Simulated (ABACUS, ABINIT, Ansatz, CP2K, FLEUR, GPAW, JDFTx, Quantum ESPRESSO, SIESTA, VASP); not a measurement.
Se: 11 runs at one level of theory

```
Se
1.0
     4.36620    0.00000    0.00000
    -2.18310    3.78124    0.00000
     0.00000    0.00000    4.95360
Se
3
Cartesian
  1.6910 2.9289 0.0000
  -0.4921 0.8523 3.3024
  0.9841 0.0000 1.6512
```

Alike in all runs: task single point; functional PBE; k mesh 7 × 7 × 6; occupations fermi-dirac, width 0.05 eV; no spin polarisation; no spin-orbit coupling. Pressure is positive in compression and, in plane waves, holds the error of the finite cutoff, which Ansatz's Pulay term estimates and takes out.

```csv
program and potentials,plane-wave cutoff (eV),notes,pressure (GPa),largest force (eV/Å)
"Quantum ESPRESSO, SSSP 1.3 efficiency PBE",748,6 valence electrons an atom on average,2.77,0.409
"ABINIT, JTH PAW PBE v2.0",408,6 valence electrons an atom on average,2.72,0.423
"ABACUS, PseudoDojo NC SR 0.4.1 PBE standard, plane waves",1184,16 valence electrons an atom on average,2.80,0.419
"JDFTx, PseudoDojo-SR-PBE-0.5-standard",1170,16 valence electrons an atom on average,2.80,0.424
"Ansatz, all-electron LAPW, scalar-relativistic",-,-,2.77,0.395
"FLEUR, all-electron, FLAPW",-,-,-,0.401
"GPAW, GPAW PAW data sets (gpaw-data 1.2.1)",600,6 valence electrons an atom on average,?,?
"SIESTA, files PseudoDojo sr-pbe-0.4.1-standard, DZP (energy shift 0.003 Ry; two zetas on semicore shells)",-,atomic basis; 16 valence electrons an atom on average,6.95,1.615
"CP2K, POTENTIAL_UZH Se GTH-PBE-q6; TZVP-MOLOPT-PBE-GTH basis",-,atomic basis; 6 valence electrons an atom on average,3.65,0.630
"VASP, PBE PAW files Se, 520 eV",520,6 valence electrons an atom on average,2.91,0.433
"Ansatz, Ansatz PAW (earlier soft set)",420,16 valence electrons an atom on average,2.77,0.401
```

Q: Estimate from the other rows what the run with GPAW, GPAW PAW data sets (gpaw-data 1.2.1) gave.

A: Pressure 2.81 GPa; largest force 0.420 eV/Å. The other rows, which needn't bracket it: pressure 2.72 to 6.95; largest force 0.395 to 1.615.
